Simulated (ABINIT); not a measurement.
Set up this calculation in ABINIT 10.8.3 (patched build), as the native input.

```
Task                : band structure
Functional          : PBEsol
Potentials or basis : PseudoDojo NC SR PBEsol v0.4.1 standard
Cutoff              : 762 eV
k mesh              : 9 × 9 × 5
Occupations         : fermi-dirac, width 0.05 eV
Spin                : no spin polarisation
```

The system is Pb.

```
CELL_PARAMETERS angstrom
3.48000 0.00000 0.00000
-1.74000 3.01377 0.00000
0.00000 0.00000 5.59000
ATOMIC_POSITIONS crystal
Pb 0.66667 0.33333 0.75000
Pb 0.33333 0.66667 0.25000
```

This isn't the form of Pb at room conditions, which is fcc.

These files were run (other wordings do the same):

run.abi

```
# Datasets: ground state, then fixed potential
ndtset 2

# Pseudopotentials
pp_dirpath "./"
pseudos "Pb.upf"

# Structure
acell 3.48 3.48 5.59 Angstrom
rprim
     1.0000000000     0.0000000000     0.0000000000
    -0.5000000000     0.8660254038     0.0000000000
     0.0000000000     0.0000000000     1.0000000000
ntypat 1
znucl 82
natom 2
typat 1 1
xcart
     3.2881234572     1.8983989628     7.9226767775
    -0.0000000003     3.7967979261     2.6408922592

# Plane-wave basis
ecut 761.918815 eV

# Exchange and correlation
ixc -116133

# Bands and occupations
occopt 3
tsmear 0.05 eV

# SCF cycle
nstep 100

# Output
iomode 3
prtwf 0
prteig 0
prtebands 0
enunit 1
prtden1 1
prtvha1 1
prtvclmb1 1
prtpot1 1
prtelf1 1

# Dataset 1
kptopt1 1
ngkpt1 9 9 5
nshiftk1 1
shiftk1 0.0 0.0 0.0
nband1 18
tolvrs1 1.0e-10

# Dataset 2: bands along G-M-K-G-A-L-H-A
iscf2 -2
getden2 1
nband2 24
nbdbuf2 4
tolwfr2 1.0e-11
kptopt2 -7
ndivsm2 8
prteig2 1
prtvol2 -3
kptbounds2
     0.0000000000     0.0000000000     0.0000000000
     0.5000000000     0.0000000000     0.0000000000
     0.3333333333     0.3333333333     0.0000000000
     0.0000000000     0.0000000000     0.0000000000
     0.0000000000     0.0000000000     0.5000000000
     0.5000000000     0.0000000000     0.5000000000
     0.3333333333     0.3333333333     0.5000000000
     0.0000000000     0.0000000000     0.5000000000
```

Potentials or basis: PseudoDojo NC SR PBEsol v0.4.1 standard.

Command:

```sh
$ abinit run.abi > log 2>&1
```

Results of the run:

* Pressure: 1.1 GPa
* Band gap on the k mesh: none (metal or under the smearing width)
* Valence electrons inside the program's atomic spheres: Pb 10.07 (radii [1.0584] Å)

Caveat: spin-orbit coupling is left out, which moves the levels of the heavy elements.

Run time: 120 s on 1 thread of Arm Neoverse V1, with other jobs on the host, peak memory 0.16 GiB.
